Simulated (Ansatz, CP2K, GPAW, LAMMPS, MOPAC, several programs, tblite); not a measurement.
## CdS (rocksalt) from semi-empirical methods to plane-wave DFT

CdS in the rocksalt structure, relaxed with r2SCAN in Ansatz, was computed with several methods. It is cubic, Fm-3m (No. 225); a = 5.454 Å in the conventional setting, 20.27 Å³ an atom. Cd is surrounded by 6 S at 2.73 Å; S is surrounded by 6 Cd at 2.73 Å. Spin-unpolarised throughout. Whether this structure exists isn't addressed.

```cif
data_structure
_symmetry_space_group_name_H-M 'P 1'
_symmetry_Int_Tables_number 1
_cell_length_a 3.8562
_cell_length_b 3.8562
_cell_length_c 3.8562
_cell_angle_alpha 60.000
_cell_angle_beta 60.000
_cell_angle_gamma 60.000
_cell_volume 40.55
loop_
_atom_site_label
_atom_site_type_symbol
_atom_site_fract_x
_atom_site_fract_y
_atom_site_fract_z
_atom_site_occupancy
Cd1 Cd 0.00000 0.00000 0.00000 1
S1 S 0.50000 0.50000 0.50000 1
```

Gaps and times are for a single point on this cell; volume and bulk modulus come from each method's own relaxation or energy curve at fixed shape. Times are rough, from shared hosts (Arm Neoverse V2), and each method has its own mesh and cell size. A dagger marks a closed or tiny gap in a crystal that DFT finds insulating: a failure of the method or a wrong SCF state. A star marks a curve whose lowest point is an end point. PM6 (MOPAC), PM7 (MOPAC), GFN1-xTB (tblite), GFN2-xTB (tblite) treat a cluster of cells at its zone centre, which samples few k points: where these miss a band edge, the gap comes out too large for that reason alone. Gaps from k meshes are read at a limited set of points (mesh, symmetry points, PBE's band edges), so each method's own least gap may be somewhat smaller. Force fields have no electrons; where one was fitted to this phase, its volume and modulus reflect the fit. xTB and the PM methods were fitted mostly to molecules, and can miss a solid's gap by electronvolts. Minimal bases can be far off for gaps. GLLB-SC's gap includes the derivative discontinuity. d marks a direct gap, i an indirect one (no mark: not told apart), a dash a value that wasn't computed or didn't pass its checks.

| method | kind | gap (eV) | own volume (Å³/atom) | bulk modulus (GPa) | atoms computed | processor time |
| --- | --- | --- | --- | --- | --- | --- |
| CdTeZnSeHgS0.sw (LAMMPS) | force field | – | – | – | 2 | 0.1 s |
| light PBE (260 eV and a coarse mesh) | light plane-wave | 0.26 i | – | – | 2 | 0.61 s |
| PBE | semilocal | 0.26 i | 20.74 | 72 | 2 | 1.4 s |
| GFN1-xTB (tblite) | tight binding | 0.00† | 21.72 | 66 | 64 | 2.6 s |
| r2SCAN | semilocal | 0.75 i | 20.27 | 82 | 2 | 3.2 s |
| GFN2-xTB (tblite) | tight binding | 0.00† | – | – | 64 | 4.3 s |
| PM7 (MOPAC) | semi-empirical | 5.13 | 22.08* | 169* | 64 | 5.1 s |
| PBE/SZV (CP2K) | small basis | overlap 0.25† | 20.57 | 91 | 2 | 6.3 s |
| PBE/single zeta (GPAW) | small basis | 0.69 i | – | – | 2 | 6.9 s |
| GLLB-SC (GPAW) | model potential | 0.94 | – | – | 2 | 8.9 s |
| PBE/DZVP (CP2K) | small basis | 0.19 i | 21.22 | 70 | 2 | 13 s |
| PM6 (MOPAC) | semi-empirical | 2.71 | – | – | 64 | 63 s |

Against r2SCAN (0.75 eV) and with closed or daggered gaps left aside, the nearest gap at the points sampled is that of PBE/single zeta (GPAW) (-0.06 eV) and the farthest that of PM7 (MOPAC) (+4.38 eV). r2SCAN is only a yardstick of convenience: semilocal gaps usually lie below measured ones, which GLLB-SC and hybrids aim to mend.

Volumes against r2SCAN's: PBE +2.3 %, GFN1-xTB (tblite) +7.1 %, PBE/SZV (CP2K) +1.5 %, PBE/DZVP (CP2K) +4.7 %.

Relaxed on its own, the cell leaves this structure with CdTeZnSeHgS0.sw (LAMMPS), so no volume is listed.

The runs are scalar-relativistic, without spin-orbit coupling.
